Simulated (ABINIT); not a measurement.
# FeSi (P2_13) in ABINIT: reference runs

Aim: a first look at FeSi with PBE, on the cell as given.

Program: ABINIT 10.8.3 (patched build). These are calculated values, not measurements. Logs are shortened: lines on timing, memory, paths and dates and some standing lists are left out, and cuts for length are marked. The log counts tension as positive stress, the text compression.

## (1) The crystal as given

Symmetry: P2_13, No. 198, cubic system. Conventional cell: a = 4.551 Å, b = 4.551 Å, c = 4.551 Å, α = 90.00°, β = 90.00°, γ = 90.00°. Fe (site symmetry 3) has 7 Si at 2.32 to 2.55 Å as nearest neighbours. Si (site symmetry 3) has 7 Fe at 2.32 to 2.55 Å as nearest neighbours.

## (2) Single point, PBE, collinear spin, ferromagnetic start

Contents of run.abi:

```
# Pseudopotentials
pp_dirpath "./"
pseudos "Fe.GGA_PBE-JTH.xml, Si.GGA_PBE-JTH.xml"

# Structure
structure "poscar:POSCAR"
natom 8

# Plane-wave basis
ecut 26.0
pawecutdg 48.0
pawxcdev 0

# k points
kptopt 1
ngkpt 6 6 6
nshiftk 1
shiftk 0.0 0.0 0.0

# Exchange and correlation
ixc 11

# Bands and occupations
nband 51
occopt 3
tsmear 0.05 eV

# Spin
nsppol 2
spinat
     0.0000000000     0.0000000000     3.0000000000
     0.0000000000     0.0000000000     3.0000000000
     0.0000000000     0.0000000000     3.0000000000
     0.0000000000     0.0000000000     3.0000000000
     0.0000000000     0.0000000000     0.0000000000
     0.0000000000     0.0000000000     0.0000000000
     0.0000000000     0.0000000000     0.0000000000
     0.0000000000     0.0000000000     0.0000000000

# SCF cycle
nstep 100
tolvrs 1.0e-9

# Output
iomode 3
prtwf 0
prtden 0
prteig 0
prtebands 0
enunit 1
```

Contents of POSCAR:

```
FeSi
1.0
    4.5507000000      0.0000000000      0.0000000000
    0.0000000000      4.5507000000      0.0000000000
    0.0000000000      0.0000000000      4.5507000000
Fe Si
4 4
Direct
    0.8634800000      0.6365200000      0.3634800000  Fe
    0.6365200000      0.3634800000      0.8634800000  Fe
    0.3634800000      0.8634800000      0.6365200000  Fe
    0.1365200000      0.1365200000      0.1365200000  Fe
    0.1576000000      0.3424000000      0.6576000000  Si
    0.3424000000      0.6576000000      0.1576000000  Si
    0.6576000000      0.1576000000      0.3424000000  Si
    0.8424000000      0.8424000000      0.8424000000  Si
```

Potentials or basis: JTH PAW PBE v2.0.

Launch:

```console
$ mpirun --bind-to none -np 4 abinit run.abi > log 2>&1
```

run.abo:

```text
.Version 10.8.3 of ABINIT
 Symmetries : space group P2_1 3 (#198); Bravais cP (primitive cubic)
================================================================================
 Values of the parameters that define the memory need of the present run
     intxc =       0    ionmov =       0      iscf =      17    lmnmax =      18
     lnmax =       6     mgfft =      40  mpssoang =       3    mqgrid =    3001
     natom =       8  nloc_mem =       2    nspden =       2   nspinor =       1
    nsppol =       2      nsym =      12    n1xccc =       1    ntypat =       2
    occopt =       3   xclevel =       2
       mpw =        4052          nfft =       64000          nkpt =          24
Pmy_natom=         2
 PAW method is used; the additional fine FFT grid is defined by:
   mgfftf=        54    nfftf =    157464
================================================================================
================================================================================

--------------------------------------------------------------------------------
------------- Echo of variables that govern the present computation ------------
--------------------------------------------------------------------------------
 -outvars: echo values of preprocessed input variables --------
            acell      1.0000000000E+00  1.0000000000E+00  1.0000000000E+00 Bohr
              amu      5.58470000E+01  2.80855000E+01
             ecut      2.60000000E+01 Hartree
           enunit           1
              ixc          11
         kptrlatt        6    0    0      0    6    0      0    0    6
          kptrlen      5.15974601E+01
            natom           8
            nband          51
            ngfft          40      40      40
          ngfftdg          54      54      54
             nkpt          24
           nspden           2
           nsppol           2
            nstep         100
             nsym          12
           ntypat           2
           occopt           3
        pawecutdg      4.80000000E+01 Hartree
         pawxcdev           0
           prtden           0
        prtebands           0
           prteig           0
            prtwf           0
            rprim      8.5995766812E+00  0.0000000000E+00  0.0000000000E+00
                       0.0000000000E+00  8.5995766812E+00  0.0000000000E+00
                       0.0000000000E+00  0.0000000000E+00  8.5995766812E+00
          spgroup         198
           spinat      0.0000000000E+00  0.0000000000E+00  3.0000000000E+00
                       0.0000000000E+00  0.0000000000E+00  3.0000000000E+00
                       0.0000000000E+00  0.0000000000E+00  3.0000000000E+00
                       0.0000000000E+00  0.0000000000E+00  3.0000000000E+00
                       0.0000000000E+00  0.0000000000E+00  0.0000000000E+00
                       0.0000000000E+00  0.0000000000E+00  0.0000000000E+00
                       0.0000000000E+00  0.0000000000E+00  0.0000000000E+00
                       0.0000000000E+00  0.0000000000E+00  0.0000000000E+00
           tolvrs      1.00000000E-09
           tsmear      1.83746611E-03 Hartree
            typat      1  1  1  1  2  2  2  2
[... 269 lines left out ...]
  14.23850   14.23850   14.23850
 prteigrs : prtvol=0 or 1, do not print more k-points.

--- !EnergyTerms
iteration_state     : {dtset: 1, }
comment             : Components of total free energy in Hartree
kinetic             :  5.59713521674515E+01
hartree             :  1.37593387724356E+02
xc                  : -2.36130351210280E+01
Ewald energy        : -3.19179706420427E+02
psp_core            :  1.80198371632161E+01
local_psp           : -3.44207735385598E+02
PAW spherical_terms : -3.84342184429505E+01
internal            : -5.13850118314980E+02
'-kT*entropy'       : -2.17635285977713E-03
total_energy        : -5.13852294667840E+02
total_energy_eV     : -1.39826332635902E+04
...

--- !EnergyTermsDC
iteration_state     : {dtset: 1, }
comment             : '"Double-counting" decomposition of free energy'
band_energy         : -4.83981170525665E+01
Ewald energy        : -3.19179706420427E+02
psp_core            :  1.80198371632161E+01
xc_dc               : -1.36057412002225E+02
PAW spherical_terms : -2.82347239932849E+01
internal            : -5.13850122305288E+02
'-kT*entropy'       : -2.17635285977713E-03
total_energy_dc     : -5.13852298658147E+02
total_energy_dc_eV  : -1.39826333721720E+04
...

--- !EnergyTermsWithPAWCore
iteration_state     : {dtset: 1, }
comment             : 'Components of total free energy, including PAW core contributions'
Total energy        : -6.25142116880393E+03
Total energy DC     : -6.25142117279424E+03
Total energy (eV)   : -1.70109836010626E+05
Total energy DC (eV): -1.70109836119208E+05
...

 Cartesian components of stress tensor (hartree/bohr^3)
  sigma(1 1)=  3.68548619E-04  sigma(3 2)=  0.00000000E+00
  sigma(2 2)=  3.68548619E-04  sigma(3 1)=  0.00000000E+00
  sigma(3 3)=  3.68548619E-04  sigma(2 1)=  0.00000000E+00

-Cartesian components of stress tensor (GPa)         [Pressure= -1.0843E+01 GPa]
- sigma(1 1)=  1.08430747E+01  sigma(3 2)=  0.00000000E+00
- sigma(2 2)=  1.08430747E+01  sigma(3 1)=  0.00000000E+00
- sigma(3 3)=  1.08430747E+01  sigma(2 1)=  0.00000000E+00

== END DATASET(S) ==============================================================
================================================================================

 -outvars: echo values of variables after computation  --------
            acell      1.0000000000E+00  1.0000000000E+00  1.0000000000E+00 Bohr
           etotal     -5.1385229866E+02
            fcart      7.4299964922E-04 -7.4299964922E-04  7.4299964922E-04
                      -7.4299964922E-04  7.4299964922E-04  7.4299964922E-04
                       7.4299964922E-04  7.4299964922E-04 -7.4299964922E-04
                      -7.4299964922E-04 -7.4299964922E-04 -7.4299964922E-04
                      -1.0482643801E-03  1.0482643801E-03 -1.0482643801E-03
                       1.0482643801E-03 -1.0482643801E-03 -1.0482643801E-03
                      -1.0482643801E-03 -1.0482643801E-03  1.0482643801E-03
                       1.0482643801E-03  1.0482643801E-03  1.0482643801E-03
            rprim      8.5995766812E+00  0.0000000000E+00  0.0000000000E+00
                       0.0000000000E+00  8.5995766812E+00  0.0000000000E+00
                       0.0000000000E+00  0.0000000000E+00  8.5995766812E+00
           strten      3.6854861881E-04  3.6854861881E-04  3.6854861881E-04
                       0.0000000000E+00  0.0000000000E+00  0.0000000000E+00
           xangst      3.9294384360E+00  2.8966115640E+00  1.6540884360E+00
                       2.8966115640E+00  1.6540884360E+00  3.9294384360E+00
                       1.6540884360E+00  3.9294384360E+00  2.8966115640E+00
                       6.2126156400E-01  6.2126156400E-01  6.2126156400E-01
                       7.1719032000E-01  1.5581596800E+00  2.9925403200E+00
                       1.5581596800E+00  2.9925403200E+00  7.1719032000E-01
                       2.9925403200E+00  7.1719032000E-01  1.5581596800E+00
                       3.8335096800E+00  3.8335096800E+00  3.8335096800E+00
             xred      8.6348000000E-01  6.3652000000E-01  3.6348000000E-01
                       6.3652000000E-01  3.6348000000E-01  8.6348000000E-01
                       3.6348000000E-01  8.6348000000E-01  6.3652000000E-01
                       1.3652000000E-01  1.3652000000E-01  1.3652000000E-01
                       1.5760000000E-01  3.4240000000E-01  6.5760000000E-01
                       3.4240000000E-01  6.5760000000E-01  1.5760000000E-01
                       6.5760000000E-01  1.5760000000E-01  3.4240000000E-01
                       8.4240000000E-01  8.4240000000E-01  8.4240000000E-01
 Calculation completed.
```

It took 5.1 min on 4 MPI ranks of Arm Neoverse V2, shared host; peak memory 0.84 GiB.

What came out:

```yaml
Free_energy: -13982.6334 eV
Pressure: -10.8 GPa
Largest_force: 0.093 eV/Å
Band_gap_on_the_k_mesh: none (metal or under the smearing width)
Net_moment: 3.78 μB per cell
Site_moments: Fe +1.05; Si -0.04 μB
Valence_electrons_inside_the_program's_atomic_spheres: Fe 14.55; Si 1.53
```

Forces in eV/Å, atoms in the order of the input:
```
Fe   0.038 -0.038  0.038
Fe  -0.038  0.038  0.038
Fe   0.038  0.038 -0.038
Fe  -0.038 -0.038 -0.038
Si  -0.054  0.054 -0.054
Si   0.054 -0.054 -0.054
Si  -0.054 -0.054  0.054
Si   0.054  0.054  0.054
```
